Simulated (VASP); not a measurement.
# C (Fd-3m) in VASP: notebook

The runs below take C through band structure, with r2SCAN-EpsX, HSE03.

Everything below comes from runs of VASP 6.6.1. Logs are shortened: lines on timing, memory, paths and dates and some standing lists are left out, and cuts for length are marked.

## (1) Starting point

Symmetry: Fd-3m, No. 227, cubic system. The conventional cell has a = 3.567 Å, b = 3.567 Å, c = 3.567 Å, α = 90.00°, β = 90.00°, γ = 90.00°. Around C (site symmetry -43m) lie 4 C at 1.54 Å.

This isn't the form of C at room conditions, which is graphite.

## (2) Band structure, r2SCAN-EpsX

Contents of POSCAR:

```
C
1.0
    0.0000000000      1.7833700000      1.7833700000
    1.7833700000      0.0000000000      1.7833700000
    1.7833700000      1.7833700000      0.0000000000
C
2
Direct
    0.7500000000      0.7500000000      0.7500000000
    0.5000000000      0.5000000000      0.5000000000
```

Contents of INCAR.step1:

```
PREC = Accurate
ENCUT = 520
EDIFF = 1E-8
ISMEAR = -1
SIGMA = 0.05
LREAL = F
LASPH = T
NELM = 80
ALGO = Normal
ISIF = 2
LWAVE = F
LCHARG = F
GGA = PE
LEPSILON = T
```

Contents of KPOINTS.step1:

```
Automatic mesh
0
G
  13 13 13
  0 0 0
```

Contents of INCAR.step2:

```
PREC = Accurate
ENCUT = 520
EDIFF = 1E-5
ISMEAR = -1
SIGMA = 0.05
LREAL = F
LASPH = T
NELM = 80
ALGO = Normal
ISIF = 2
LWAVE = T
LCHARG = F
NBANDS = 11
GGA = PE
```

Contents of KPOINTS.step2:

```
Automatic mesh
0
Gamma
  7 7 7
```

Contents of INCAR.step3:

```
PREC = Accurate
ENCUT = 520
EDIFF = 1E-6
ISMEAR = -1
SIGMA = 0.05
LREAL = F
LASPH = T
NELM = 80
ALGO = Normal
ISIF = 2
LWAVE = F
LCHARG = F
METAGGA = R2SCAN
LHFCALC = T
AEXX = 0.171
LMIXTAU = T
PRECFOCK = Fast
HFRCUT = -1
NBANDS = 11
ISTART = 1
```

Contents of KPOINTS.step3:

```
Automatic mesh
0
Gamma
  7 7 7
```

Contents of KPOINTS_OPT:

```
path GXWKGLUWLK,UX
12
line-mode
reciprocal
 0.0000000000  0.0000000000  0.0000000000  G
 0.5000000000  0.0000000000  0.5000000000  X

 0.5000000000  0.0000000000  0.5000000000  X
 0.5000000000  0.2500000000  0.7500000000  W

 0.5000000000  0.2500000000  0.7500000000  W
 0.3750000000  0.3750000000  0.7500000000  K

 0.3750000000  0.3750000000  0.7500000000  K
 0.0000000000  0.0000000000  0.0000000000  G

 0.0000000000  0.0000000000  0.0000000000  G
 0.5000000000  0.5000000000  0.5000000000  L

 0.5000000000  0.5000000000  0.5000000000  L
 0.6250000000  0.2500000000  0.6250000000  U

 0.6250000000  0.2500000000  0.6250000000  U
 0.5000000000  0.2500000000  0.7500000000  W

 0.5000000000  0.2500000000  0.7500000000  W
 0.5000000000  0.5000000000  0.5000000000  L

 0.5000000000  0.5000000000  0.5000000000  L
 0.3750000000  0.3750000000  0.7500000000  K

 0.6250000000  0.2500000000  0.6250000000  U
 0.5000000000  0.0000000000  0.5000000000  X
```

Potentials or basis: VASP PAW PBE potentials, release 64 (C).

Launch:

```sh
$ cat potpaw_PBE.64/C/POTCAR > POTCAR
$ cp INCAR.step1 INCAR
$ cp KPOINTS.step1 KPOINTS
$ mpirun -np 1 vasp_std > vasp.out
$ cp INCAR.step2 INCAR
$ cp KPOINTS.step2 KPOINTS
$ mpirun -np 1 vasp_std > vasp.out
$ cp INCAR.step3 INCAR
$ cp KPOINTS.step3 KPOINTS
$ mpirun -np 1 vasp_std > vasp.out
```

OUTCAR:

```text
PREC = Accurate
   ENCUT = 520
   EDIFF = 1E-6
   ISMEAR = -1
   LREAL = F
   LASPH = T
   NELM = 80
   ISIF = 2
   METAGGA = R2SCAN
   LHFCALC = T
   AEXX = 0.171
   PRECFOCK = Fast
   ISTART = 1

 ion  position               nearest neighbor table
   1  0.750  0.750  0.750-   2 1.54   2 1.54   2 1.54   2 1.54
   2  0.500  0.500  0.500-   1 1.54   1 1.54   1 1.54   1 1.54

  LATTYP: Found a face centered cubic cell.
 ALAT       =     3.5667400000

  Lattice vectors:

 A1 = (   0.0000000000,   1.7833700000,   1.7833700000)
 A2 = (   1.7833700000,   0.0000000000,   1.7833700000)
 A3 = (   1.7833700000,   1.7833700000,   0.0000000000)

Analysis of symmetry for initial positions (statically):
=====================================================================
 Subroutine PRICEL returns:
 Original cell was already a primitive cell.

 Routine SETGRP: Setting up the symmetry group for a
 face centered cubic supercell.

 Subroutine GETGRP returns: Found 48 space group operations
 (whereof 24 operations were pure point group operations)
 out of a pool of 48 trial point group operations.

The static configuration has the point symmetry T_d .
 The point group associated with its full space group is O_h .

Analysis of symmetry for dynamics (positions and initial velocities):
=====================================================================
 Subroutine PRICEL returns:
 Original cell was already a primitive cell.

 Routine SETGRP: Setting up the symmetry group for a
 face centered cubic supercell.

 Subroutine GETGRP returns: Found 48 space group operations
 (whereof 24 operations were pure point group operations)
 out of a pool of 48 trial point group operations.

The dynamic configuration has the point symmetry T_d .
 The point group associated with its full space group is O_h .

 Subroutine INISYM returns: Found 48 space group operations
 (whereof 24 operations are pure point group operations),
 and found     1 'primitive' translations

----------------------------------------------------------------------------------------

                                     Primitive cell

  volume of cell :      11.3437

  direct lattice vectors                    reciprocal lattice vectors
     0.000000000  1.783370000  1.783370000    -0.280368067  0.280368067  0.280368067
     1.783370000  0.000000000  1.783370000     0.280368067 -0.280368067  0.280368067
     1.783370000  1.783370000  0.000000000     0.280368067  0.280368067 -0.280368067

  length of vectors
     2.522066041  2.522066041  2.522066041     0.485611737  0.485611737  0.485611737

  position of ions in fractional coordinates (direct lattice)
     0.750000000  0.750000000  0.750000000
     0.500000000  0.500000000  0.500000000

  ion indices of the primitive-cell ions
   primitive index   ion index
                 1           1
                 2           2

----------------------------------------------------------------------------------------

 KPOINTS: Automatic mesh

Automatic generation of k-mesh.
 Grid dimensions read from file:
 generate k-points for:    7    7    7

 Generating k-lattice:

  Cartesian coordinates                     Fractional coordinates (reciprocal lattice)
    -0.040052581  0.040052581  0.040052581     0.142857143  0.000000000  0.000000000
     0.040052581 -0.040052581  0.040052581     0.000000000  0.142857143  0.000000000
     0.040052581  0.040052581 -0.040052581     0.000000000  0.000000000  0.142857143

  Length of vectors
     0.069373105  0.069373105  0.069373105

  Shift w.r.t. Gamma in fractional coordinates (k-lattice)
     0.000000000  0.000000000  0.000000000

 Subroutine IBZKPT returns following result:
 ===========================================

 Found     20 irreducible k-points:

 Following reciprocal coordinates:
            Coordinates               Weight
  0.000000  0.000000  0.000000      1.000000
  0.142857  0.000000  0.000000      8.000000
  0.285714  0.000000  0.000000      8.000000
  0.428571  0.000000  0.000000      8.000000
  0.142857  0.142857  0.000000      6.000000
  0.285714  0.142857  0.000000     24.000000
[... 12 lines left out ...]
 -0.428571  0.428571  0.142857     24.000000
 -0.285714  0.428571  0.142857     24.000000
   k-points           NKPTS =     20   k-points in BZ     NKDIM =    343   number of bands    NBANDS=     11
   number of dos      NEDOS =    301   number of ions     NIONS =      2
   total plane-waves  NPLWV =   8000
   dimension x,y,z NGX =    20 NGY =   20 NGZ =   20
   dimension x,y,z NGXF=    40 NGYF=   40 NGZF=   40
   ions per type =               2
   NGX,Y,Z   is equivalent  to a cutoff of  13.18, 13.18, 13.18 a.u.
   NGXF,Y,Z  is equivalent  to a cutoff of  26.37, 26.37, 26.37 a.u.
 SYSTEM =  unknown system
   PREC   = accura    normal or accurate (medium, high low for compatibility)
   ISTART =      1    job   : 0-new  1-cont  2-samecut
   ICHARG =      0    charge: 1-file 2-atom 10-const
   ISPIN  =      1    spin polarized calculation?
   LNONCOLLINEAR =      F non collinear calculations
   LSORBIT =      F    spin-orbit coupling
   LASPH  =      T    aspherical Exc in radial PAW
   ENCUT  =  520.0 eV  38.22 Ry    6.18 a.u.   4.69  4.69  4.69*2*pi/ulx,y,z
   NELM   =     80;   NELMIN=  2; NELMDL=  0     # of ELM steps
   EDIFF  = 0.1E-05   stopping-criterion for ELM
   LREAL  =      F    real-space projection
   EDIFFG = 0.1E-04   stopping-criterion for IOM
   NSW    =      0    number of steps for IOM
   IBRION =     -1    ionic relax: 0-MD 1-quasi-New 2-CG
   NFREE  =      0    steps in history (QN), initial steepest desc. (CG)
   ISIF   =      2    stress and relaxation
   ISYM   =      3    0-nonsym 1-usesym 2-fastsym
   POTIM  = 0.5000    time-step for ionic-motion
   TEBEG  =    0.0;   TEEND  =   0.0 temperature during run
   PSTRESS=    0.0 pullay stress
   NELECT =       8.0000    total number of electrons
   NUPDOWN=      -1.0000    fix difference up-down
   EMIN   =  10.00;   EMAX   =-10.00  energy-range for DOS
   EFERMI =   0.00;   METHOD = LEGACY
   ISMEAR =    -1;   SIGMA  =   0.05  broadening in eV -4-tet -1-fermi 0-gaus
   EFERMI_NEDOS =   21; number of points for ismear=-14 and -15
   IALGO  =     38    algorithm
   IMIX   =      1    mixing-type and parameters
     AMIX     =   0.40;   BMIX     =  1.00
     AMIX_MAG =   1.60;   BMIX_MAG =  1.00
  volume/ion in A,a.u.               =       5.67        38.28
  Fermi-wavevector in a.u.,A,eV,Ry     =   1.457203  2.753714 28.891161  2.123440
  Thomas-Fermi vector in A             =   2.574032
   LORBIT       =      0    0 simple, 1 ext, 2 COOP (PROOUT), +10 PAW based schemes
   METAGGA = R2SCAN    functional components
   LHFCALC =     T    Hartree Fock is set to
   PRECFOCK=fast      Normal, Fast or Accurate (Low or Medium for compatibility)
   ENCUT4O =  -1.0   cutoff for four orbital integrals eV
   NKREDX  =     1    reduce k-point grid by
   NKREDY  =     1    reduce k-point grid by
   NKREDZ  =     1    reduce k-point grid by
   AEXX    =    0.1710 exact exchange contribution
   HFSCREEN=    0.0000 screening length (either q_TF or 0.3 A-1)
   HFSCREENC=   0.0000 screening length for correlation (either q_TF or 0.3 A-1)
   ENCUTFOCK=  -1.0 apply spherical cutoff to Coloumb kernel
   IVDW    =     0    specifies the selected vdW correction
   LEPSILON=     F    determine dielectric tensor
   LRPA    =     F    only Hartree local field effects (RPA)
 non-spin polarized calculation
  energy-cutoff  :      520.00
  volume of cell :       11.34
 maximum number of plane-waves:       314
  NGX = 12; NGY = 12; NGZ = 12

 number of electron       7.9999999 magnetization

 Free energy of the ion-electron system (eV)
  ---------------------------------------------------
  ext. energy  EPLUGINS =         0.00000000
  ---------------------------------------------------
  free energy    TOTEN  =       -22.05067924 eV

  energy without entropy =      -22.05067924  energy(sigma->0) =      -22.05067924

 E-fermi :  10.1401     XC(G=0): -12.0440

 val. band max:        9.0732388610   @ k =   0.0000   0.0000   0.0000
 cond. band min:      14.7559166769   @ k =   0.4286   0.4286   0.0000
 fundamental gap:      5.6826778159
 Fermi energy:        10.1400920574

 k-point     1 :       0.0000    0.0000    0.0000
  band No.  band energies     occupation
      1     -14.7788      2.00000
      2       9.0732      2.00000
      3       9.0732      2.00000
      4       9.0732      2.00000
      5      16.2420      0.00000
      6      16.2420      0.00000
      7      16.2420      0.00000
      8      24.5578      0.00000
      9      30.7848      0.00000
     10      37.9568      0.00000
     11      37.9568      0.00000

 k-point     2 :       0.1429    0.0000    0.0000
  band No.  band energies     occupation
      1     -14.1617      2.00000
      2       5.7462      2.00000
      3       8.1752      2.00000
      4       8.1752      2.00000
      5      17.4266      0.00000
      6      17.4266      0.00000
      7      17.8854      0.00000
      8      25.1530      0.00000
      9      31.7015      0.00000
     10      34.5260      0.00000
     11      34.5260      0.00000

 k-point     3 :       0.2857    0.0000    0.0000
  band No.  band energies     occupation
      1     -12.3467      2.00000
      2       0.3513      2.00000
      3       6.8177      2.00000
      4       6.8177      2.00000
      5      18.9707      0.00000
      6      18.9707      0.00000
      7      19.1734      0.00000
      8      26.5050      0.00000
      9      32.4887      0.00000
     10      34.0328      0.00000
     11      34.0328      0.00000
[... 211 lines left out ...]
 k-point    19 :      -0.4286    0.4286    0.1429
  band No.  band energies     occupation
      1      -7.0055      2.00000
      2      -2.6706      2.00000
      3       0.7119      2.00000
      4       1.4554      2.00000
      5      17.7599      0.00000
      6      19.0433      0.00000
      7      25.2061      0.00000
      8      27.5684      0.00000
      9      33.1458      0.00000
     10      34.6226      0.00000
     11      41.9255      0.00000

 k-point    20 :      -0.2857    0.4286    0.1429
  band No.  band energies     occupation
      1      -5.5975      2.00000
      2      -3.7045      2.00000
      3      -0.9778      2.00000
      4       1.7834      2.00000
      5      19.0015      0.00000
      6      22.9993      0.00000
      7      24.1939      0.00000
      8      25.0766      0.00000
      9      31.0858      0.00000
     10      35.0188      0.00000
     11      39.7764      0.00000

------------------------ aborting loop because EDIFF is reached ----------------------------------------

  FORCE on cell =-STRESS in cart. coord.  units (eV):
  Direction    XX          YY          ZZ          XY          YZ          ZX
  --------------------------------------------------------------------------------------
  -------------------------------------------------------------------------------------
  Total       -0.4878171     -0.4878171     -0.4878171      0.0000000      0.0000000      0.0000000
  in kB      -68.8990501    -68.8990501    -68.8990501      0.0000000      0.0000000      0.0000000
  external PRESSURE =     -68.8990501 kB  Pullay stress =       0.0000000 kB

 VOLUME and BASIS-vectors are now :
 -----------------------------------------------------------------------------
  energy-cutoff  :      520.00
  volume of cell :       11.34
      direct lattice vectors                 reciprocal lattice vectors
     0.000000000  1.783370000  1.783370000    -0.280368067  0.280368067  0.280368067
     1.783370000  0.000000000  1.783370000     0.280368067 -0.280368067  0.280368067
     1.783370000  1.783370000  0.000000000     0.280368067  0.280368067 -0.280368067

 POSITION                                       TOTAL-FORCE (eV/Angst)
 -----------------------------------------------------------------------------------
      2.67505      2.67505      2.67505        -0.000000     -0.000000     -0.000000
      1.78337      1.78337      1.78337         0.000000      0.000000      0.000000
 -----------------------------------------------------------------------------------
    total drift:                                0.000000      0.000000      0.000000

  FREE ENERGIE OF THE ION-ELECTRON SYSTEM (eV)
  ---------------------------------------------------
  free  energy   TOTEN  =       -22.0506792373 eV

  energy  without entropy=      -22.0506792372  energy(sigma->0) =      -22.05067924
```

Wall time 10 min (1 thread of Intel Xeon Platinum 8488C (Sapphire Rapids), shared host); peak memory 0.15 GiB.

What came out:

```yaml
Free_energy: -22.0507 eV
Pressure: -6.9 GPa
Band_gap_on_the_k_mesh: 5.68 eV, indirect (least direct gap 7.17 eV)
Band_gap_along_the_path: 5.54 eV, indirect (least direct gap 7.17 eV)
```

Levels at the corners of the path, in eV from the valence-band top:
| point | band 1 | band 2 | band 3 | band 4 | band 5 | band 6 | band 7 | band 8 | band 9 |
| --- | --- | --- | --- | --- | --- | --- | --- | --- | --- |
| Γ | -23.85 | 0.00 | 0.00 | 0.00 | 7.17 | 7.17 | 7.17 | 15.48 | 21.71 |
| X | -14.33 | -14.33 | -7.00 | -7.00 | 6.21 | 6.21 | 19.74 | 19.74 | 26.35 |
| X | -14.33 | -14.33 | -7.00 | -7.00 | 6.21 | 6.21 | 19.74 | 19.74 | 26.35 |
| W | -13.51 | -13.51 | -9.16 | -9.16 | 12.66 | 12.66 | 14.56 | 14.56 | 24.31 |
| W | -13.51 | -13.51 | -9.16 | -9.16 | 12.66 | 12.66 | 14.56 | 14.56 | 24.31 |
| K | -14.63 | -13.18 | -10.24 | -5.97 | 7.21 | 12.79 | 16.97 | 18.32 | 21.30 |
| K | -14.63 | -13.18 | -10.24 | -5.97 | 7.21 | 12.79 | 16.97 | 18.32 | 21.30 |
| Γ | -23.85 | 0.00 | 0.00 | 0.00 | 7.17 | 7.17 | 7.17 | 15.48 | 21.71 |
| Γ | -23.85 | 0.00 | 0.00 | 0.00 | 7.17 | 7.17 | 7.17 | 15.48 | 21.71 |
| L | -17.64 | -14.78 | -3.14 | -3.14 | 10.31 | 10.31 | 10.56 | 18.26 | 24.77 |
| L | -17.64 | -14.78 | -3.14 | -3.14 | 10.31 | 10.31 | 10.56 | 18.26 | 24.77 |
| U | -14.63 | -13.18 | -10.24 | -5.97 | 7.21 | 12.79 | 16.97 | 18.32 | 21.30 |
| U | -14.63 | -13.18 | -10.24 | -5.97 | 7.21 | 12.79 | 16.97 | 18.32 | 21.30 |
| W | -13.51 | -13.51 | -9.16 | -9.16 | 12.66 | 12.66 | 14.56 | 14.56 | 24.31 |
| W | -13.51 | -13.51 | -9.16 | -9.16 | 12.66 | 12.66 | 14.56 | 14.56 | 24.31 |
| L | -17.64 | -14.78 | -3.14 | -3.14 | 10.31 | 10.31 | 10.56 | 18.26 | 24.77 |
| L | -17.64 | -14.78 | -3.14 | -3.14 | 10.31 | 10.31 | 10.56 | 18.26 | 24.77 |
| K | -14.63 | -13.18 | -10.24 | -5.97 | 7.21 | 12.79 | 16.97 | 18.32 | 21.30 |
| U | -14.63 | -13.18 | -10.24 | -5.97 | 7.21 | 12.79 | 16.97 | 18.32 | 21.30 |
| X | -14.33 | -14.33 | -7.00 | -7.00 | 6.21 | 6.21 | 19.74 | 19.74 | 26.35 |

Caveat: the k mesh is coarse (spacing up to 0.44 Å⁻¹), so the values aren't converged, least of all with exact exchange; the PAW data sets were made with another functional, which shifts forces and pressure a little; the mesh misses the band edges, which the band path finds closer together.

## (3) Band structure, HSE03

POSCAR is that of step 2.

Contents of INCAR.step1:

```
SYSTEM = C
PREC = Accurate ; ENCUT = 520
EDIFF = 1E-5 ; ISMEAR = 0
SIGMA = 0.02 ; LREAL = .FALSE.
LASPH = .TRUE. ; NELM = 60
ALGO = Normal ; ISIF = 2
LWAVE = .TRUE. ; LCHARG = .FALSE.
GGA = PE ; KPAR = 4
```

Contents of INCAR.step2:

```
SYSTEM = C
PREC = Accurate ; ENCUT = 520
EDIFF = 1E-7 ; ISMEAR = 0
SIGMA = 0.02 ; LREAL = .FALSE.
LASPH = .TRUE. ; NELM = 60
ALGO = Normal ; ISIF = 2
LWAVE = .FALSE. ; LCHARG = .FALSE.
GGA = PE ; LHFCALC = .TRUE.
HFSCREEN = 0.3 ; PRECFOCK = Fast
ISTART = 1 ; KPAR = 4
```

Contents of KPOINTS:

```
Automatic mesh
0
G
  8 8 8
  0 0 0
```

KPOINTS_OPT, as its differences from that of step 2:

```diff
@@ -1,3 +1,3 @@
 path GXWKGLUWLK,UX
-12
+8
 line-mode
```

Potentials or basis: VASP PAW PBE potentials, release 64 (C).

Launch:

```sh
$ cat potpaw_PBE.64/C/POTCAR > POTCAR
$ cp INCAR.step1 INCAR
$ mpirun -np 4 vasp_std > vasp.out
$ cp INCAR.step2 INCAR
$ mpirun -np 4 vasp_std > vasp.out
```

Run time: 3.2 min. Hardware: 4 MPI ranks of AMD EPYC 9R45 (Zen 5), shared host; peak memory 0.21 GiB.

Results (log left out):

```yaml
Free_energy: -20.6207 eV
Pressure: -6.9 GPa
Band_gap_on_the_k_mesh: 5.05 eV, indirect (least direct gap 6.75 eV)
Band_gap_along_the_path: 5.05 eV, indirect (least direct gap 6.75 eV)
```

Levels at the corners of the path, in eV from the valence-band top:
```tsv
point	band 1	band 2	band 3	band 4	band 5	band 6	band 7	band 8
Γ	-23.44	0.00	0.00	0.00	6.75	6.75	6.75	14.99
X	-13.99	-13.99	-6.83	-6.83	5.68	5.68	18.93	18.93
X	-13.99	-13.99	-6.83	-6.83	5.68	5.68	18.93	18.93
W	-13.16	-13.16	-8.97	-8.97	11.91	11.91	13.97	13.97
W	-13.16	-13.16	-8.97	-8.97	11.91	11.91	13.97	13.97
K	-14.26	-12.86	-10.04	-5.81	6.66	12.11	16.26	17.58
K	-14.26	-12.86	-10.04	-5.81	6.66	12.11	16.26	17.58
Γ	-23.44	0.00	0.00	0.00	6.75	6.75	6.75	14.99
Γ	-23.44	0.00	0.00	0.00	6.75	6.75	6.75	14.99
L	-17.24	-14.53	-3.04	-3.04	9.77	9.77	10.09	17.35
L	-17.24	-14.53	-3.04	-3.04	9.77	9.77	10.09	17.35
U	-14.26	-12.86	-10.04	-5.81	6.66	12.11	16.26	17.58
U	-14.26	-12.86	-10.04	-5.81	6.66	12.11	16.26	17.58
W	-13.16	-13.16	-8.97	-8.97	11.91	11.91	13.97	13.97
W	-13.16	-13.16	-8.97	-8.97	11.91	11.91	13.97	13.97
L	-17.24	-14.53	-3.04	-3.04	9.77	9.77	10.09	17.35
L	-17.24	-14.53	-3.04	-3.04	9.77	9.77	10.09	17.35
K	-14.26	-12.86	-10.04	-5.81	6.66	12.11	16.26	17.58
U	-14.26	-12.86	-10.04	-5.81	6.66	12.11	16.26	17.58
X	-13.99	-13.99	-6.83	-6.83	5.68	5.68	18.93	18.93
```

Caveat: the PAW data sets were made with another functional, which shifts forces and pressure a little.

(Part 1 of 2 ends here.)
